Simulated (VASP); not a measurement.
# F2CH2 in VASP: further runs

The runs below take F2CH2 through electron localisation function, single point, with PBE, BLYP+D3(BJ), RPBE+D3(BJ).

Everything below comes from runs of VASP 6.6.1. Logs are shortened: lines on timing, memory, paths and dates and some standing lists are left out, and cuts for length are marked.

### Step 1. Starting point

The cell holds a molecule in a box, 5 atoms: a = 12.000 Å, b = 11.000 Å, c = 11.000 Å, α = 90.00°, β = 90.00°, γ = 90.00°.

### Step 2. Electron localisation function, PBE

File INCAR:

```
SYSTEM = H2CF2
PREC = Accurate
ENCUT = 520
EDIFF = 1E-7
ISMEAR = 0
SIGMA = 0.01
LREAL = .FALSE.
LASPH = .TRUE.
NELM = 60
ALGO = Normal
ISIF = 2
LWAVE = .FALSE.
LCHARG = .TRUE.
GGA = PE
LELF = .TRUE.
```

File KPOINTS:

```
Automatic mesh
0
G
  1 1 1
  0 0 0
```

File POSCAR:

```
H2CF2
1.0
   12.0000000000      0.0000000000      0.0000000000
    0.0000000000     11.0000000000      0.0000000000
    0.0000000000      0.0000000000     11.0000000000
F C H
2 1 2
Direct
    0.4109250000      0.5224136400      0.5664772700
    0.5912416700      0.4887409100      0.5678318200
    0.5012083300      0.5034954500      0.4955136400
    0.4884750000      0.4202227300      0.4430409100
    0.5141416700      0.5835954500      0.4383500000
```

Potentials or basis: VASP PAW PBE potentials, release 64 (F, C, H).

The run is started by

```
> cat potpaw_PBE.64/F/POTCAR potpaw_PBE.64/C/POTCAR potpaw_PBE.64/H/POTCAR > POTCAR
> mpirun -np 1 vasp_gam > vasp.out
```

OUTCAR:

```text
SYSTEM = H2CF2
   PREC = Accurate
   ENCUT = 520
   EDIFF = 1E-7
   ISMEAR = 0
   LREAL = .FALSE.
   LASPH = .TRUE.
   NELM = 60
   ISIF = 2
   GGA = PE

 ion  position               nearest neighbor table
   1  0.411  0.522  0.566-   3 1.35
   2  0.591  0.489  0.568-   3 1.35
   3  0.501  0.503  0.496-   4 1.09   5 1.09   1 1.35   2 1.35
   4  0.488  0.420  0.443-   3 1.09
   5  0.514  0.584  0.438-   3 1.09

  LATTYP: Found a simple tetragonal cell.
 ALAT       =    11.0000000000
 C/A-ratio  =     1.0909090909

  Lattice vectors:

 A1 = (   0.0000000000,  11.0000000000,   0.0000000000)
 A2 = (   0.0000000000,   0.0000000000,  11.0000000000)
 A3 = (  12.0000000000,   0.0000000000,   0.0000000000)

Analysis of symmetry for initial positions (statically):
=====================================================================
 Subroutine PRICEL returns:
 Original cell was already a primitive cell.

 Routine SETGRP: Setting up the symmetry group for a
 simple tetragonal supercell.

 Subroutine GETGRP returns: Found  1 space group operations
 (whereof  1 operations were pure point group operations)
 out of a pool of 16 trial point group operations.

The static configuration has the point symmetry C_1 .

Analysis of symmetry for dynamics (positions and initial velocities):
=====================================================================
 Subroutine PRICEL returns:
 Original cell was already a primitive cell.

 Routine SETGRP: Setting up the symmetry group for a
 simple tetragonal supercell.

 Subroutine GETGRP returns: Found  1 space group operations
 (whereof  1 operations were pure point group operations)
 out of a pool of 16 trial point group operations.

The dynamic configuration has the point symmetry C_1 .

 Subroutine INISYM returns: Found  1 space group operations
 (whereof  1 operations are pure point group operations),
 and found     1 'primitive' translations

----------------------------------------------------------------------------------------

                                     Primitive cell

  volume of cell :    1452.0000

  direct lattice vectors                    reciprocal lattice vectors
    12.000000000  0.000000000  0.000000000     0.083333333  0.000000000  0.000000000
     0.000000000 11.000000000  0.000000000     0.000000000  0.090909091  0.000000000
     0.000000000  0.000000000 11.000000000     0.000000000  0.000000000  0.090909091

  length of vectors
    12.000000000 11.000000000 11.000000000     0.083333333  0.090909091  0.090909091

  position of ions in fractional coordinates (direct lattice)
     0.410925000  0.522413640  0.566477270
     0.591241670  0.488740910  0.567831820
     0.501208330  0.503495450  0.495513640
     0.488475000  0.420222730  0.443040910
     0.514141670  0.583595450  0.438350000

  ion indices of the primitive-cell ions
   primitive index   ion index
                 1           1
                 2           2
                 3           3
                 4           4
                 5           5

----------------------------------------------------------------------------------------

 KPOINTS: Automatic mesh

Automatic generation of k-mesh.
 Grid dimensions read from file:
 generate k-points for:    1    1    1

 Generating k-lattice:

  Cartesian coordinates                     Fractional coordinates (reciprocal lattice)
     0.083333333  0.000000000  0.000000000     1.000000000  0.000000000  0.000000000
     0.000000000  0.090909091  0.000000000     0.000000000  1.000000000  0.000000000
     0.000000000  0.000000000  0.090909091     0.000000000  0.000000000  1.000000000

  Length of vectors
     0.083333333  0.090909091  0.090909091

  Shift w.r.t. Gamma in fractional coordinates (k-lattice)
     0.000000000  0.000000000  0.000000000

 Subroutine IBZKPT returns following result:
 ===========================================

 Found      1 irreducible k-points:

 Following reciprocal coordinates:
            Coordinates               Weight
  0.000000  0.000000  0.000000      1.000000
   k-points           NKPTS =      1   k-points in BZ     NKDIM =      1   number of bands    NBANDS=     14
   number of dos      NEDOS =    301   number of ions     NIONS =      5
   total plane-waves  NPLWV = 635040
   dimension x,y,z NGX =    90 NGY =   84 NGZ =   84
   dimension x,y,z NGXF=   180 NGYF=  168 NGZF=  168
   ions per type =               2   1   2
   NGX,Y,Z   is equivalent  to a cutoff of  12.47, 12.70, 12.70 a.u.
   NGXF,Y,Z  is equivalent  to a cutoff of  24.94, 25.39, 25.39 a.u.
 SYSTEM =  H2CF2
   PREC   = accura    normal or accurate (medium, high low for compatibility)
   ISTART =      0    job   : 0-new  1-cont  2-samecut
   ICHARG =      2    charge: 1-file 2-atom 10-const
   ISPIN  =      1    spin polarized calculation?
   LNONCOLLINEAR =      F non collinear calculations
   LSORBIT =      F    spin-orbit coupling
   LASPH  =      T    aspherical Exc in radial PAW
   ENCUT  =  520.0 eV  38.22 Ry    6.18 a.u.  22.31 20.45 20.45*2*pi/ulx,y,z
   NELM   =     60;   NELMIN=  2; NELMDL= -5     # of ELM steps
   EDIFF  = 0.1E-06   stopping-criterion for ELM
   LREAL  =      F    real-space projection
   EDIFFG = 0.1E-05   stopping-criterion for IOM
   NSW    =      0    number of steps for IOM
   IBRION =     -1    ionic relax: 0-MD 1-quasi-New 2-CG
   NFREE  =      0    steps in history (QN), initial steepest desc. (CG)
   ISIF   =      2    stress and relaxation
   ISYM   =      2    0-nonsym 1-usesym 2-fastsym
   POTIM  = 0.5000    time-step for ionic-motion
   TEBEG  =    0.0;   TEEND  =   0.0 temperature during run
   PSTRESS=    0.0 pullay stress
   NELECT =      20.0000    total number of electrons
   NUPDOWN=      -1.0000    fix difference up-down
   EMIN   =  10.00;   EMAX   =-10.00  energy-range for DOS
   EFERMI =   0.00;   METHOD = LEGACY
   ISMEAR =     0;   SIGMA  =   0.01  broadening in eV -4-tet -1-fermi 0-gaus
   EFERMI_NEDOS =   21; number of points for ismear=-14 and -15
   IALGO  =     38    algorithm
   IMIX   =      4    mixing-type and parameters
     AMIX     =   0.40;   BMIX     =  1.00
     AMIX_MAG =   1.60;   BMIX_MAG =  1.00
  volume/ion in A,a.u.               =     290.40      1959.72
  Fermi-wavevector in a.u.,A,eV,Ry     =   0.392430  0.741586  2.095319  0.154002
  Thomas-Fermi vector in A             =   1.335781
   LORBIT       =      0    0 simple, 1 ext, 2 COOP (PROOUT), +10 PAW based schemes
   GGA     = PE    functional components
   LHFCALC =     F    Hartree Fock is set to
   AEXX    =    0.0000 exact exchange contribution
   IVDW    =     0    specifies the selected vdW correction
   LEPSILON=     F    determine dielectric tensor
   LRPA    =     F    only Hartree local field effects (RPA)
 non-spin polarized calculation
 Gauss-broadening in eV      SIGMA  =   0.01
  energy-cutoff  :      520.00
  volume of cell :     1452.00
 maximum number of plane-waves:     19579
 NGX is ok and might be reduce to    90
   NGX = 45   NGY = 41   NGZ = 41

 number of electron      19.9999999 magnetization

 Free energy of the ion-electron system (eV)
  ---------------------------------------------------
  ext. energy  EPLUGINS =         0.00000000
  ---------------------------------------------------
  free energy    TOTEN  =       -24.37147737 eV

  energy without entropy =      -24.37147737  energy(sigma->0) =      -24.37147737

 E-fermi :  -7.8547     XC(G=0):  -0.5754

 val. band max:       -7.9724526580   @ k =   0.0000   0.0000   0.0000
 cond. band min:      -0.4119434230   @ k =   0.0000   0.0000   0.0000
 fundamental gap:      7.5605092350
 Fermi energy:        -7.8546619619

 k-point     1 :       0.0000    0.0000    0.0000
  band No.  band energies     occupation
      1     -31.6065      2.00000
      2     -30.0663      2.00000
      3     -17.3882      2.00000
      4     -13.3790      2.00000
      5     -13.3445      2.00000
      6     -13.3443      2.00000
      7      -9.9032      2.00000
      8      -9.8166      2.00000
      9      -9.4396      2.00000
     10      -7.9725      2.00000
     11      -0.4119      0.00000
     12       0.3775      0.00000
     13       0.5200      0.00000
     14       0.6833      0.00000

------------------------ aborting loop because EDIFF is reached ----------------------------------------

  FORCE on cell =-STRESS in cart. coord.  units (eV):
  Direction    XX          YY          ZZ          XY          YZ          ZX
  --------------------------------------------------------------------------------------
  -------------------------------------------------------------------------------------
  Total        1.9811962      0.3383916      1.0908264     -0.2902354      0.0233850      0.0105575
  in kB        2.1861072      0.3733907      1.2036483     -0.3202538      0.0258037      0.0116494
  external PRESSURE =       1.2543821 kB  Pullay stress =       0.0000000 kB

 VOLUME and BASIS-vectors are now :
 -----------------------------------------------------------------------------
  energy-cutoff  :      520.00
  volume of cell :     1452.00
      direct lattice vectors                 reciprocal lattice vectors
    12.000000000  0.000000000  0.000000000     0.083333333  0.000000000  0.000000000
     0.000000000 11.000000000  0.000000000     0.000000000  0.090909091  0.000000000
     0.000000000  0.000000000 11.000000000     0.000000000  0.000000000  0.090909091

 POSITION                                       TOTAL-FORCE (eV/Angst)
 -----------------------------------------------------------------------------------
      4.93110      5.74655      6.23125        -0.970038      0.183933      0.647375
      7.09490      5.37615      6.24615         0.967615     -0.145895      0.661336
      6.01450      5.53845      5.45065         0.002897     -0.025182     -0.977487
      5.86170      4.62245      4.87345        -0.039091     -0.231973     -0.159964
      6.16970      6.41955      4.82185         0.038618      0.219116     -0.171260
 -----------------------------------------------------------------------------------
    total drift:                                0.000185      0.000400      0.000946

  FREE ENERGIE OF THE ION-ELECTRON SYSTEM (eV)
  ---------------------------------------------------
  free  energy   TOTEN  =       -24.3714773728 eV

  energy  without entropy=      -24.3714773728  energy(sigma->0) =      -24.37147737
```

Wall time 56 s (1 thread of AMD EPYC 9R45 (Zen 5), shared host); peak memory 1 GiB.

Results:

| Quantity | Value |
| --- | --- |
| Free energy | -24.3715 eV |
| Largest force | 1.181 eV/Å |
| Gap between the frontier levels | 7.56 eV |

Forces on the atoms (eV/Å):
```
F   -0.970  0.184  0.647
F    0.968 -0.146  0.661
C    0.003 -0.025 -0.977
H   -0.039 -0.232 -0.160
H    0.039  0.219 -0.171
```

A hybrid or GW would open this gap; PBE tends to underestimate it.

(Part 1 of 3 ends here.)
